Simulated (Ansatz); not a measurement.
Lattice vibrations of BP at Γ at 30 GPa

Theory: DFT PBE, scalar-relativistic, plane waves, PAW (Ansatz). Plane waves to 420 eV; Γ-centred k mesh 12×12×12; fixed occupations. No spin polarisation. Phonons by linear response, acoustic sum rule imposed.

The cell, relaxed at 30 GPa:
```
B P
1.0
     0.00000    2.16918    2.16918
     2.16918    0.00000    2.16918
     2.16918    2.16918    0.00000
B P
1 1
Direct
  0.00000 0.00000 0.00000
  0.75000 0.75000 0.75000
```

Other phases may be more stable at this pressure.

Question: Give the high-frequency dielectric tensor ε∞.

Answer:
```
9.15 0.00 0.00
0.00 9.15 0.00
0.00 0.00 9.15
```

Question: Give the Born effective charges.

Answer:
```csv
atom,Z*xx,Z*yy,Z*zz,mean
B (atom 1),-0.96,-0.96,-0.96,-0.96
P (atom 2),0.96,0.96,0.96,0.96
```

Question: How large is the static dielectric tensor with the ions free to move, and what share of it is ionic?

Answer:
```
9.5 0.0 0.0
0.0 9.5 0.0
0.0 0.0 9.5
```
The ions give 3 % of its trace.

Cost: 1 run of about 0.26 core-minutes, on AMD EPYC 9R45 (Zen 5) (shared hosts).